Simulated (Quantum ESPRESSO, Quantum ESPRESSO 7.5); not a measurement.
# Lattice constants of tetragonal Cu₃AsSe₄: PBEsol within 1 %, axial ratio unsettled

## The measurement

The reference is a pair of compiled lattice constants for tetragonal Cu₃AsSe₄, a = 5.57 Å and c = 10.957 Å, taken from a printed reference work on ternary copper and silver chalcogenide semiconductors. The method behind them, the temperature and the sample are not given with the values. They carry a caveat on symmetry: the famatinite-type structure belongs to I-42m, not I-42d. This matters because the tetragonal cell is a superstructure of sphalerite, in which Cu and As order on the cation sites. A cation-disordered cubic form is also reported, so a real sample may be partly disordered. The ratio c/a, which reflects the ordering, is therefore less secure as a reference than the average size of the cell.

| compared with | measured | source's wording or label | method |
| --- | --- | --- | --- |
| a (Å) | 5.57 | 0.5570 nm | compiled value, method not stated |
| c (Å) | 10.957 | 1.0957 nm | compiled value, method not stated |

Conditions are those given with the value in the passage it was taken from; "not stated" means there, and the paper may say more elsewhere. The values are a selection: others may have been left out beforehand as unlike or outlying.

## Model and target

We want a and c of the ordered I-42m crystal, each within 1 % of the compiled value. That is about 0.06 Å in a and 0.11 Å in c, close enough to expose the usual over- or underbinding of a semilocal functional. The calculated cell is static, while thermal and zero-point motion typically lengthen a selenide of this kind by a few tenths of a per cent, so the limit also leaves room for that.

The model is the 8-atom primitive cell, non-spin-polarised, with cell and atoms relaxed together. The starting structure comes from earlier theory. Its a of 5.559 Å is close to the compiled value, but its c of 11.050 Å is 0.093 Å longer, so the tetragonal ratio deserves as much attention as the volume.

We go straight to PBEsol, which was built for equilibrium geometries of solids. LDA costs about the same and usually gives cells that are too small; it will serve later as the neighbouring level for scale. A low plane-wave cutoff would save time at the wrong place, since the stress converges more slowly than the energy and the Cu 3d states are demanding. The basis is therefore checked upwards first, and the Brillouin-zone sampling after it.

Plain PBE isn't shown in this study.

System: Cu3AsSe4, tetragonal; I-42m (No. 121), 8 atoms in the primitive cell; the database structure is a structure relaxed by earlier theory (a GGA or r2SCAN, not named), not a measurement: a = 5.559 Å, c = 11.050 Å; structure from the Materials Project.

On the selection of runs and values: Further runs on this system are not shown.

## 1. PBEsol cell at two cutoffs

We relax the cell at 45 Ry and again at 61 Ry, with the same 6×6×6 mesh and the same potentials, so that any change beyond the relaxation thresholds can be put down to the basis. We expect a slightly short a, as befits a static cell, and only a small change between the two cutoffs. For c we have no firm expectation, given the difference between the starting structure and the compiled value.

**Run 1.** Quantum ESPRESSO 7.5: PBEsol, GBRV ultrasoft potentials, cell and atoms relaxed from the database structure, cutoff 45 Ry (density 360 Ry), 6x6x6 k mesh, Marzari-Vanderbilt smearing 0.14 eV.

Key lines of the input:
```
! potential files: GBRV ultrasoft potentials, made for PBEsol
&control
  calculation = 'vc-relax'
  forc_conv_thr = 2.0d-4
  etot_conv_thr = 1.0d-5
  nstep = 60
/
&system
  nat = 8
  ntyp = 3
  ecutwfc = 45
  ecutrho = 360
  nbnd = 57
  occupations = 'smearing'
  smearing = 'mv'
  degauss = 0.01029
/
&electrons
  conv_thr = 1.0d-8
  electron_maxstep = 100
  mixing_beta = 0.4
/
&ions
/
&cell
  press_conv_thr = 0.5
/
ATOMIC_SPECIES
  Cu 63.546 Cu.upf
  As 74.922 As.upf
  Se 78.971 Se.upf
[... cell and positions ...]
K_POINTS automatic
  6 6 6 0 0 0
```

Command:
```
OMP_NUM_THREADS=1 mpirun -n 4 pw.x -nk 4 -in relax.in > relax.out
```

Selected lines of the output:
```
          total   stress  (Ry/bohr**3)                   (kbar)     P=        0.16
```

Converged; 19 min on 4 cores of Arm Neoverse V1, shared host.

**Run 2.** Quantum ESPRESSO 7.5: PBEsol, GBRV ultrasoft potentials, cell and atoms relaxed from the database structure, cutoff 61 Ry (density 488 Ry), 6x6x6 k mesh, Marzari-Vanderbilt smearing 0.14 eV.

Key lines of the input, as changed from run 1:
```diff
  &system
-   ecutwfc = 45
-   ecutrho = 360
+   ecutwfc = 61
+   ecutrho = 488
```

Selected lines of the output:
```
          total   stress  (Ry/bohr**3)                   (kbar)     P=       -0.22
```

Converged; 24 min on the same hardware.

| quantity | run 1 | run 2 | measured |
| --- | --- | --- | --- |
| a (Å) | 5.532 | 5.539 | 5.57 |
| c (Å) | 10.961 | 10.973 | 10.957 |
| conventional cell volume (Å³) | 335.48 | 336.65 |  |
| final pressure (GPa) | 0.016 | −0.022 |  |

Both cells lie within 1 % of the compiled values on both axes. At 61 Ry, a is 0.031 Å short (0.6 %) and c is 0.016 Å long (about 0.15 %). Raising the wave-function and density cutoffs together lengthens each axis by about 0.1 %. The volume grows by 1.17 Å³, more than the pressure threshold would explain for a selenide of ordinary stiffness. This basis effect is small against the target, and we take the 61 Ry cell as our result.

The shape agrees less well than the individual axes suggest. The calculated c/a is 1.981 at both cutoffs, against 1.967 from the compiled constants. A uniform thermal expansion would bring a closer to the reference but carry c further above it, so it cannot remove this difference. Partial cation disorder in the sample is an unlikely explanation. The disordered form is cubic, so disorder should move the ratio towards 2, whereas the compiled ratio lies further from 2 than the calculated one. This is an argument from the cubic limit, which these ordered cells cannot test.

## 2. Mesh check and LDA for scale

Brillouin-zone sampling is the other setting that could move the cell, particularly if PBEsol closes the narrow gap. A mesh denser than 6×6×6 is not shown in this report; we repeat the 45 Ry relaxation on a 4×4×4 mesh and compare it with the 6×6×6 cell at the same cutoff. We expect a smaller shift than the cutoff gave.

Alongside it we relax the cell with LDA at 45 Ry and 6×6×6. We expect both axes to shorten, with a probably falling outside the 1 % limit. The comparison will also show whether c/a responds to the functional or mainly the overall size does.

**Run 3.** Quantum ESPRESSO 7.5: PBEsol, GBRV ultrasoft potentials, cell and atoms relaxed from the database structure, cutoff 45 Ry (density 360 Ry), 4x4x4 k mesh, Marzari-Vanderbilt smearing 0.14 eV.

Key lines of the input, as changed from run 1:
```diff
  K_POINTS automatic
-   6 6 6 0 0 0
+   4 4 4 0 0 0
```

Selected lines of the output:
```
     number of k points=    13  Marzari-Vanderbilt smearing, width (Ry)=  0.0103
CELL_PARAMETERS (angstrom)
  -2.758296804   2.758296804   5.501050810
   2.758296804   2.758296804  -5.501050810
```

Converged; 11 min on the same hardware.

**Run 4.** Quantum ESPRESSO 7.5: LDA, GBRV ultrasoft potentials, cell and atoms relaxed from the database structure, cutoff 45 Ry (density 360 Ry), 6x6x6 k mesh, Marzari-Vanderbilt smearing 0.14 eV.

Key lines of the input, as changed from run 1:
```diff
- ! potential files: GBRV ultrasoft potentials, made for PBEsol
+ ! potential files: GBRV ultrasoft potentials, made for LDA
```

Selected lines of the output:
```
CELL_PARAMETERS (angstrom)
  -2.737876636   2.737876636   5.422673548
   2.737876636   2.737876636  -5.422673548
```

Converged; 19 min on the same hardware.

| quantity | run 3 | run 4 | measured |
| --- | --- | --- | --- |
| a (Å) | 5.517 | 5.476 | 5.57 |
| c (Å) | 11.002 | 10.845 | 10.957 |
| conventional cell volume (Å³) | 334.82 | 325.19 |  |
| final pressure (GPa) | 0.014 | 0.064 |  |

The mesh matters more than we expected. Going from 4×4×4 to 6×6×6 at 45 Ry lengthens a by about 0.015 Å and shortens c by about 0.04 Å, both larger than the shifts from the higher cutoff. The two changes largely cancel in the volume, which differs by only 0.66 Å³, but c/a falls from 1.994 to 1.981. That step is about as large as the remaining distance to the compiled ratio of 1.967. The sampling error left at 6×6×6 is unknown, so the mismatch in shape cannot yet be assigned to the functional or to the reference. The 1 % target is less sensitive: even the coarser mesh keeps both PBEsol axes within it, though a only just.

LDA shrinks the cell by about 3 % in volume relative to PBEsol at the same cutoff and mesh. Its a is 1.7 % below the compiled value, a clear miss. Its c is 1.0 % short and misses the limit by so little that a modest change in sampling could reverse the call. The LDA ratio c/a is 1.981, the same as with PBEsol on this mesh, so between these two functionals the choice sets the size of the cell and hardly touches its shape.

## Collected results

| run | settings | a (Å) | deviation | c (Å) | deviation | cost |
| --- | --- | --- | --- | --- | --- | --- |
| 1 | PBEsol, cutoff 45 Ry (density 360 Ry), 6x6x6 k mesh | 5.532 | −0.038 (−0.7 %) | 10.961 | +0.004 (+0.0 %) | 74 core-min |
| 2 | PBEsol, cutoff 61 Ry (density 488 Ry), 6x6x6 k mesh | 5.539 | −0.031 (−0.6 %) | 10.973 | +0.016 (+0.2 %) | 1.6 core-h |
| 3 | PBEsol, cutoff 45 Ry (density 360 Ry), 4x4x4 k mesh | 5.517 | −0.053 (−1.0 %) | 11.002 | +0.045 (+0.4 %) | 44 core-min |
| 4 | LDA, cutoff 45 Ry (density 360 Ry), 6x6x6 k mesh | 5.476 | −0.094 (−1.7 %) | 10.845 | −0.112 (−1.0 %) | 77 core-min |
|  | measured | 5.57 |  | 10.957 |  |  |

Further runs on the same system, made beside this series (convergence steps with loose settings among them):

| further | settings | a (Å) | deviation | c (Å) | deviation | cost |
| --- | --- | --- | --- | --- | --- | --- |
| F1 | PBEsol+D3(BJ), cutoff 45 Ry (density 360 Ry), 6x6x6 k mesh | 5.485 | −0.085 (−1.5 %) | 10.825 | −0.132 (−1.2 %) | 1.8 core-h |
|  | measured | 5.57 |  | 10.957 |  |  |

## Outcome

PBEsol at 61 Ry on a 6×6×6 mesh meets the target on both axes: a is 0.031 Å (0.6 %) below the compiled value and c is 0.016 Å (about 0.15 %) above it, for 1.6 core-hours. The 45 Ry cell would have led to the same call. Its almost exact c is fortuitous, since both the cutoff and the mesh move that axis by more than the deviation left there.

The mesh comparison changed our reading most. It showed that sampling affects the shape of the cell more than its volume, and it leaves c/a less secure than the separate axes. The calculated ratio is 1.981 against 1.967 from the compiled constants. Residual sampling error, the functional, anisotropic thermal expansion and the accuracy of the compiled constants remain possible causes. Partial cation disorder should move the measured ratio towards 2 and so works against the observed sign. A mesh denser than 6×6×6, another smearing width and a cutoff above 61 Ry are not shown in this report.

The neighbouring levels give smaller cells. LDA clearly misses a and narrowly misses c. Adding D3(BJ) to PBEsol at 45 Ry shortens both axes and takes them outside the limit, by 1.5 % in a and 1.2 % in c. The added attraction thus worsens the agreement, although it moves c/a about halfway towards the compiled ratio, a shift smaller than the one the mesh produced.

If thermal and zero-point expansion is a few tenths of a per cent and roughly isotropic, it would reduce the shortfall in a and increase the excess in c, leaving both PBEsol axes within the target; this is an estimate, and such a correction is not shown in this report. The result supports PBEsol for the size of this cell, but not yet for its tetragonal distortion. A cell converged in mesh and smearing, and a reference with known temperature and cation order, would be needed to judge that.

[Logs are printed without paths, hosts, clocks, repeated set-up lines and the standing remarks that a program may print on its own settings, such as how far it seeks lower states.]

[The runs shown are a pick from a larger set of finished runs; failed, doubtful and other runs were left out of it ahead of writing. So were measured values far from every level or from commonly accepted values, and agreement can look better than it is. Lines of input and output are excerpts and may be shortened.]
